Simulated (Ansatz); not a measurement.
Ni (Im-3m): spiral at q = 0

Theory: DFT, PBE, all-electron LAPW, scalar-relativistic (Ansatz 0.2.0).

Command: `ansatz run input.yaml --threads 2 --pin off --max-ram 5120MiB --backend cpu --events-out ev --progress --plain --runs-dir out`

```yaml
crystal:
  lattice:
    - [-1.38371547, 1.38371547, 1.38371547]
    - [1.38371547, -1.38371547, 1.38371547]
    - [1.38371547, 1.38371547, -1.38371547]
  atoms:
    - { symbol: Ni, position: [0.0, 0.0, 0.0], spin: 0.6, spin_axis: [1.0, 0.0, 0.0] }
magnetization:
  noncollinear: true
  spin_spiral: { q: [0.0, 0.0, 0.0] }
kpoints:
  mp_grid: { grid: [16, 16, 16] }
scf:
  occupations: { method: fermi_dirac, width: 0.05 }
  lower_state_search: "off"
hamiltonian:
  xc: pbe
  pseudopotentials: { kind: all_electron, lapw: { basis_error: 0.001 } }
output:
  eigenvalues: false
```

Output:

```
settings of this run that can trade accuracy for cost: output.eigenvalues: false. Do not mix this run's numbers with those of runs without the same settings; the input reference describes each key
LAPW: plane waves up to 9.432 Å⁻¹, error target 1.0e-3 eV per atom; small_component_spin mean_spin; Ni in spheres of 1.198 Å, 18 of its electrons in bands, Dirac shells [] (how accurate: hamiltonian.pseudopotentials.lapw.basis_error, Limitations)
Engine: ansatz 0.2.0
Pseudopotentials: kind: all_electron
Pseudopotential: Ni, LAPW, valence charge 18, lapw/all_electron/scalar/gaussian/Ni, Koelling and Harmon's equation, gaussian nucleus
Functional definition: PBE
  parameter kappa = 0.804
  parameter beta = 0.06672455060314922
  exchange = pbe_x(kappa = kappa, mu = beta*pi^2/3)
  correlation = pbe_c(beta = beta)
Crystal: 1 atoms, lattice volume = 10.597 Å³
Basis set: ecut = 338.9467268557503 eV, 141 PW (Γ), exchange–correlation at level 2
Bands: 26, of which v1, the nominal top of the filled ones, is band 18 counted from 1 (17 counted from 0)
Symmetry: 48 space group operations
k-points: 145 of 4096
Spin spiral: q = (0, 0, 0) of the reciprocal vectors; moments are told in the frame that turns with it, a site's in that at the site
Non-local potential: Ni, projectors of the file, none
Initial density: superposition of atomic densities (chi_scale 0.1, normalization cell)
Starting moments: Σ|m| = 0.6 μB on 1 of 1 site
Initial wavefunctions: plane waves of lowest kinetic energy (no species holds an atomic orbital)
Functional: x = pbe(κ = 0.804, μ = 0.2195149727645171), c = pbe(β = 0.06672455060314922)
iter 1 solved again at ethr=7.33e-6 eV; its pass at ethr=1.00e-1 eV (dr2=1.32e-3 eV) is discarded
SCF iter   1: F=—  HF=-41382.759154 eV  |F-HF|=—  |Δ(HF+E_count)|=         —  Δρ=7.82e-3  dr2=1.25e-3  dr2_m=1.49e-3  ethr=7.33e-6  |M|=5.18e-1 ∫|m|=5.43e-1 μB  β_m=0.30  ⟨swp⟩=3.9  Hψ=30716  notcnv=0
preconditioner: auto → none  [metal: Δε(μ)=0.004 eV  Ē_g=14.528 eV  σ=0.050 eV  W_gap=0.02  n_scr=0 (ndim 8)  ℏωp=36.1 eV  f_vac=0.000  D(μ)=1.63/eV (n_scr^D=18)]
iter 2 solved again at ethr=4.00e-7 eV; its pass at ethr=6.95e-6 eV (dr2=7.20e-5 eV) is discarded
SCF iter   2: F=—  HF=-41382.755726 eV  |F-HF|=—  |Δ(HF+E_count)|=   3.43e-3  Δρ=5.52e-3  dr2=7.19e-5  dr2_m=7.40e-4  ethr=4.00e-7  |M|=5.18e-1 ∫|m|=5.49e-1 μB  β_m=0.30  ⟨swp⟩=2.0  Hψ=17777  notcnv=0
SCF iter   3: F=—  HF=-41382.755987 eV  |F-HF|=—  |Δ(HF+E_count)|=   2.61e-4  Δρ=3.81e-3  dr2=4.55e-5  dr2_m=3.53e-4  ethr=3.99e-7  |M|=5.19e-1 ∫|m|=5.55e-1 μB  β_m=1.00  ⟨swp⟩=3.0  Hψ=11285  notcnv=0
SCF iter   4: F=—  HF=-41382.758382 eV  |F-HF|=—  |Δ(HF+E_count)|=   2.39e-3  Δρ=1.28e-3  dr2=9.26e-6  dr2_m=4.01e-5  ethr=2.53e-7  |M|=5.25e-1 ∫|m|=5.75e-1 μB  β_m=1.00  ⟨swp⟩=3.0  Hψ=11469  notcnv=0
SCF iter   5: F=—  HF=-41382.759012 eV  |F-HF|=—  |Δ(HF+E_count)|=         —  Δρ=1.04e-3  dr2=8.31e-7  dr2_m=2.62e-5  ethr=5.14e-8  |M|=5.32e-1 ∫|m|=5.89e-1 μB  β_m=1.00  ⟨swp⟩=3.0  Hψ=11039  notcnv=0
the basis was enlarged: its passes take 4.3 MiB over the memory plan, 2 of 2 planned eigensolver slots
SCF iter   6: F=—  HF=-41382.759144 eV  |F-HF|=—  |Δ(HF+E_count)|=   1.32e-4  Δρ=6.31e-4  dr2=5.79e-8  dr2_m=9.66e-6  ethr=4.61e-9  |M|=5.37e-1 ∫|m|=5.96e-1 μB  β_m=1.00  ⟨swp⟩=3.0  Hψ=11365  notcnv=0
SCF iter   7: F=—  HF=-41382.759177 eV  |F-HF|=—  |Δ(HF+E_count)|=   3.25e-5  Δρ=3.34e-4  dr2=4.29e-9  dr2_m=2.71e-6  ethr=3.22e-10  |M|=5.39e-1 ∫|m|=6.00e-1 μB  β_m=1.00  ⟨swp⟩=3.4  Hψ=11556  notcnv=0
SCF iter   8: F=—  HF=-41382.759185 eV  |F-HF|=—  |Δ(HF+E_count)|=   7.95e-6  Δρ=1.68e-4  dr2=1.06e-9  dr2_m=6.82e-7  ethr=2.38e-11  |M|=5.41e-1 ∫|m|=6.02e-1 μB  β_m=0.30  ⟨swp⟩=3.9  Hψ=12346  notcnv=0
Mixer restart at iter 8: flushing history
spin-set hold released at iteration 8 (site moments contracting): the magnetisation degrees of freedom join the quasi-Newton model from the next iteration; the mixer history was flushed
SCF iter   9: F=—  HF=-41382.759185 eV  |F-HF|=—  |Δ(HF+E_count)|=   7.32e-7  Δρ=1.43e-4  dr2=1.02e-9  dr2_m=4.95e-7  ethr=5.91e-12  |M|=5.41e-1 ∫|m|=6.03e-1 μB  β_m=0.38  ⟨swp⟩=3.0  Hψ=11426  notcnv=0
SCF iter  10: F=—  HF=-41382.759187 eV  |F-HF|=—  |Δ(HF+E_count)|=   1.64e-6  Δρ=5.90e-5  dr2=6.87e-9  dr2_m=8.45e-8  ethr=5.68e-12  |M|=5.41e-1 ∫|m|=6.04e-1 μB  β_m=0.41  ⟨swp⟩=3.9  Hψ=12537  notcnv=0
SCF iter  11: F=-41382.759187 eV  HF=-41382.759187 eV  |F-HF|=7.57e-9  |Δ(HF+E_count)|=   2.48e-7  Δρ=2.40e-6  dr2=1.95e-10  dr2_m=6.73e-11  ethr=5.68e-12  |M|=5.42e-1 ∫|m|=6.04e-1 μB  ⟨swp⟩=3.9  Hψ=12056  notcnv=0
SCF 1 converged in 11 iterations: F = -41382.759187 eV  dr2 = 1.95e-10
SCF converged after 11 iterations
Magnetization: |M| = 0.5418 μB,  M = (+0.5418, -0.0000, +0.0000) μB
Absolute magnetization: 0.6043 μB (∫|m|)
  site 0: m = (+0.5642, -0.0000, +0.0000) μB, |m| = 0.5642 μB  (R = 1.20 Å)
Free energy (F): -41382.759187 eV
Harris-Foulkes:  -41382.759187 eV  (|F-HF|=7.57e-9)
Internal energy: -41382.746739 eV  (E = F + TS)
E sigma→0 (E₀):  -41382.752963 eV
Entropy (-TS):   -0.012449 eV (-12.449 meV/atom)
Fermi energy:    18.765815 eV
--- Per-component energies (eV) ---
  E_band       = -270.783263
  E_kinetic    = 42046.862323
  E_xc         = -1731.170574
  E_electrostatic = -81698.438488  (all electrons and nuclei)
  E_smearing   = -0.012449  (= −TS)
  E_closure    = 0.000000  (closes the sum)
  E_atoms      = -41375.755904  (free atoms, spherical and without spin; not in F)
  Σ components = -41382.759187   (vs F -41382.759187, Δ=0.00e0)
  Basis errors (estimates in eV, not in F): energy 2.9e-4 per atom: plane waves 2.4e-4 (1.3e-4 summed), levels above the bands 3.9e-93, relativity 1.3e-8, radial functions 4.5e-5, core shells 1.1e-9; eigenvalues (radial functions only) 1.3e-6; not estimated: angular momenta, meshes, grids; target (lapw.basis_error) 1.0e-3; muffin-tin radii Ni 1.198 Å
settings of this run that can trade accuracy for cost: output.eigenvalues: false. Do not mix this run's numbers with those of runs without the same settings; the input reference describes each key
```

Site moments (μB): Ni 0.56. Cell moment 0.54 μB in the turning frame.

The Ansatz runs typed with the search for lower states off end where their start leads. None of this fixes the real material's magnetic order: only patterns that fit the cell were computed, at zero temperature, with a functional that can overstate moments.

It took 73 s on 2 threads of Intel(R) Xeon(R) Platinum 8375C CPU @ 2.90GHz (Ice Lake) (shared host), peak memory 0.55 GiB.
